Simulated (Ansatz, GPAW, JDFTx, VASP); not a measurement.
**Sr: 4 runs at one level of theory**

```
CELL_PARAMETERS angstrom
0.00000 3.04235 3.04235
3.04235 0.00000 3.04235
3.04235 3.04235 0.00000
ATOMIC_POSITIONS crystal
Sr 0.00000 0.00000 0.00000
```

Alike in all runs: task single point; functional PBEsol; k mesh 8 × 8 × 8; occupations gaussian, width 0.05 eV; no spin polarisation; no spin-orbit coupling. Pressure is positive in compression and, in plane waves, holds the error of the finite cutoff.

```csv
program and potentials,plane-wave cutoff (eV),notes,band gap (eV),pressure (GPa)
"JDFTx, PseudoDojo-SR-PBEsol-0.4.1-standard with smoothed tails",925,-,no gap,-0.96
"GPAW, PAW data sets generated for this functional",600,-,no gap,-0.90
"Ansatz, all-electron LAPW, scalar-relativistic",-,-,no gap,-0.95
"VASP, PBE PAW files Sr_sv, 520 eV",520,potentials made for PBE,?,?
```

Estimate from the other rows what the run with VASP, PBE PAW files Sr_sv, 520 eV gave.

No band gap; pressure -0.94 GPa. The other rows, which needn't bracket it: pressure -0.96 to -0.90.
